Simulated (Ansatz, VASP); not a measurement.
# CsH: VASP beside Ansatz, part 2 of 2

Wanted: the spread between two codes on one cell, functional and k mesh. The cell is generated by rule, not measured, and may not be a known phase. Of the first pair: The cell is taken from a series of runs on this material, whose earlier steps may have relaxed, scaled, displaced or heated it; both programs get it as it stands.

VASP 6.6.1 and Ansatz 0.2.0.

So far: Starting point; VASP: relaxation of cell and atoms, PBEsol, pair 1; Ansatz: relaxation of cell and atoms, PBEsol, pair 1.

**4. Differences**

Known differences besides the potentials themselves: the cutoff is 420 eV in Ansatz and 500 eV in VASP; Ansatz makes its cores anew for this functional, VASP keeps those of its PBE data sets; Ansatz adds a Pulay correction to the stress that steers its cell, VASP none. Total energies have different zeros and are not compared.

Both answers:

| quantity | Ansatz | VASP | difference |
| --- | --- | --- | --- |
| volume (Å³) | 122.12 | 122.47 | -0.28 % |
| edge a after relaxation, in the typed setting (Å) | 4.283 | 4.286 | -0.07 % |
| edge c after relaxation, in the typed setting (Å) | 7.686 | 7.697 | -0.15 % |

**5. VASP: relaxation of cell and atoms, PBEsol, pair 2**

The relaxed volume is the usual yardstick between codes: in a stiff, nearly cubic crystal its relative difference is about their pressure difference at one cell divided by the bulk modulus. Its start cell is another than that of the pair before, and may be another structure of the material.

File INCAR:

```
SYSTEM = CsH
PREC = Accurate
ENCUT = 500
EDIFF = 1E-07
NELM = 120
ISMEAR = 0
SIGMA = 0.02
LREAL = .FALSE.
ALGO = Normal
GGA = PS
NBANDS = 16
LORBIT = 11
LWAVE = .FALSE.
LCHARG = .FALSE.
ISIF = 3
IBRION = 2
NSW = 80
EDIFFG = -0.005
LASPH = .TRUE.
GGA_COMPAT = .FALSE.
NELMIN = 4
EFERMI = MIDGAP
KPAR = 2
```

File POSCAR:

```
CsH
1.0
    4.2845799055     -0.0000030444      0.0000000000
   -2.1422868939      3.7105563282      0.0000000000
    0.0000000000      0.0000000000      7.6798436804
Cs H
2 2
Direct
    0.0000000000      0.0000000000      0.0000000000
    0.0000000000      0.0000000000      0.5000000000
    0.3333333333      0.6666666667      0.2500000000
    0.6666666667      0.3333333333      0.7500000000
```

File KPOINTS:

```
Automatic mesh
0
Gamma
6 6 4
0 0 0
```

PAW data sets: Cs_sv and H (PBE family, release 64).

Run with:

```sh
mpirun -np 2 vasp_std
```

Numbers of over 12 decimals in the logs are rounded to 6 here.

The log of the run:

```text
[banner, memory and clock lines left out]
running    2 mpi-ranks, on    1 nodes
[...]
[... a notice as in an earlier step ...]

 LDA part: xc-table for (Slater+PW92), standard interpolation
 POSCAR, INCAR and KPOINTS ok, starting setup
[...]
entering main loop
       N       E                     dE             d eps       ncg     rms          rms(c)
DAV:   1     0.115715954581E+03    0.11572E+03   -0.78218E+03   672   0.998E+02
DAV:   2     0.418880135561E+00   -0.11530E+03   -0.11159E+03   888   0.164E+02
DAV:   3    -0.104495435748E+02   -0.10868E+02   -0.10855E+02   880   0.588E+01
DAV:   4    -0.105556960027E+02   -0.10615E+00   -0.10613E+00   880   0.691E+00
[...]
DAV:  13    -0.906865747418E+01   -0.11597E-05   -0.15283E-05   880   0.157E-02    0.135E-03
DAV:  14    -0.906865774373E+01   -0.26955E-06   -0.85409E-07   736   0.313E-03    0.995E-04
DAV:  15    -0.906865764375E+01    0.99980E-07   -0.19934E-07   680   0.162E-03
   1 F= -.90686576E+01 E0= -.90686576E+01  d E =-.906866E+01
[...]
DAV:   6    -0.906869029449E+01    0.17044E-06   -0.15621E-07   648   0.209E-03    0.104E-03
DAV:   7    -0.906869024985E+01    0.44649E-07   -0.23095E-07   608   0.158E-03
   2 F= -.90686902E+01 E0= -.90686902E+01  d E =-.326061E-04
 trial-energy change:   -0.000033  1 .order   -0.000032   -0.000038   -0.000026
 step:   2.3086(harm=  3.0465)  dis= 0.00000  next Energy=    -9.068708 (dE=-0.506E-04)
[...]
N       E                     dE             d eps       ncg     rms          rms(c)
DAV:   1    -0.906889743031E+01   -0.20714E-03   -0.47770E-03   672   0.368E-01    0.563E-02
DAV:   2    -0.906876382381E+01    0.13361E-03   -0.18271E-04   728   0.766E-02    0.285E-02
DAV:   3    -0.906871567092E+01    0.48153E-04   -0.19041E-04   752   0.693E-02    0.717E-03
DAV:   4    -0.906871543594E+01    0.23499E-06   -0.56923E-06   768   0.120E-02    0.590E-03
DAV:   5    -0.906871418204E+01    0.12539E-05   -0.22695E-06   856   0.664E-03    0.169E-03
DAV:   6    -0.906871398034E+01    0.20170E-06   -0.24973E-07   720   0.264E-03    0.127E-03
DAV:   7    -0.906871397590E+01    0.44356E-08   -0.35174E-07   560   0.209E-03
   3 F= -.90687140E+01 E0= -.90687140E+01  d E =-.563322E-04
[...]
reached required accuracy - stopping structural energy minimisation
```

Parts of OUTCAR (step 5):

```text
  Total        0.0022348      0.0022348      0.0132502      0.0000000      0.0000000      0.0000000
  in kB        0.0292622      0.0292622      0.1734935      0.0000000      0.0000000      0.0000000
  external PRESSURE =       0.0773393 kB  Pullay stress =       0.0000000 kB

 POSITION                                       TOTAL-FORCE (eV/Angst)
 -----------------------------------------------------------------------------------
      0.00000      0.00000     -0.00000        -0.000000     -0.000000     -0.000000
      0.00000      0.00000      3.84565        -0.000000     -0.000000     -0.000000
      0.00000      2.47457      1.92282         0.000000      0.000000      0.000000
      2.14304      1.23728      5.76847        -0.000000     -0.000000     -0.000000
 -----------------------------------------------------------------------------------
    total drift:                                0.000000     -0.000000      0.000000

  FREE ENERGIE OF THE ION-ELECTRON SYSTEM (eV)
  ---------------------------------------------------
  free  energy   TOTEN  =        -9.0687139759 eV

  energy  without entropy=       -9.0687139759  energy(sigma->0) =       -9.06871398

[... 2 parts as in an earlier step ...]

[... 2 further parts left out ...]
[key lines of the parts left out:]
E-fermi :   1.3197
```

**6. Ansatz: relaxation of cell and atoms, PBEsol, pair 2**

Its own start cell and the same functional, mesh and smearing now go to Ansatz, which takes its cutoff from its data sets.

The two relaxations start from unlike cells of this crystal (the structure described is Ansatz's start), so only their ends are compared.

File input.yaml:

```yaml
crystal:
  lattice:
    - [4.21139, 0.0, 0.0]
    - [-2.10569, 3.64717, 0.0]
    - [0.0, 0.0, 6.73822]
  atoms:
    - { symbol: Cs, position: [0.0, 0.0, 0.0] }
    - { symbol: Cs, position: [0.0, 0.0, 0.5] }
    - { symbol: H, position: [0.333333, 0.666667, 0.25] }
    - { symbol: H, position: [0.666667, 0.333333, 0.75] }
kpoints:
  mp_grid: { grid: [6, 6, 4] }
hamiltonian:
  xc: pbesol
scf:
  occupations: { method: gaussian, width: 0.02 }
output:
  forces: true
  stress: true
  eigenvalues: true
  write_density: true
  write_potential: true
  elf: true
  volumetric_format: npy
relax:
  adjacent_minimum: "off"
  f_tol: 0.005
  max_steps: 80
  cell: { stress_tol: 0.05 }
```

Run with:

```sh
ansatz run input.yaml --threads 4 --pin off --max-ram 7168MiB --backend cpu --events-out ev --progress --plain --runs-dir out
```

The log of the run:

```text
[...]
--- Relaxed structure (7 steps of the walk, 7 accepted, 2 SCFs on fresh bases) ---
[...]
cell:  # Å, volume = 122.1197 Å³
    - [4.283412, -2.9361201763877442e-6, 0]
    - [-2.141704, 3.709545, 0]
    - [0, 0, 7.685560]
  atoms:
    - { symbol: Cs, position: [0, 0, 0] }
    - { symbol: Cs, position: [0, 0, 0.5] }
    - { symbol: H, position: [0.333333, 0.666667, 0.25] }
    - { symbol: H, position: [0.666667, 0.333333, 0.750000] }
[key lines of the parts left out:]
SCF converged after 4 iterations
Free energy (F): -11203.492326 eV
Fermi energy:    4.701231 eV
P = ⅓ Tr σ = 0.0042 GPa (0.042 kbar)
```

**7. Comparison**

Both answers:

| quantity | Ansatz | VASP | difference |
| --- | --- | --- | --- |
| volume (Å³) | 122.12 | 122.36 | -0.20 % |
| edge a after relaxation, in the typed setting (Å) | 4.283 | 4.286 | -0.06 % |
| edge c after relaxation, in the typed setting (Å) | 7.686 | 7.691 | -0.07 % |

**8. Summary of results**

```json
{
  "difference in volume (relaxation of cell and atoms, PBEsol, pair 1)": "-0.28 %",
  "difference in volume (relaxation of cell and atoms, PBEsol, pair 2)": "-0.20 %"
}
```

**Reading.** The difference in volume is -0.28 % (relaxation of cell and atoms, PBEsol, pair 1), within the 1.2 % picked in this series as the mark of a large difference, as far as the stopping tolerances let one tell. Such differences can come from data sets, numerical settings and the points named under the comparisons, not from the functional's error against experiment.

[Lines on the potential files, build, host, timing and source positions are cut from VASP's logs without a mark.]

[Logs are printed without paths, hosts, clocks, repeated set-up lines and the standing remarks that a program may print on its own settings, such as how far it seeks lower states.]

[Hosts, paths, dates, database ids (printed as entryN), source tags and the programs' standing remarks are cut or masked in the printed files.]
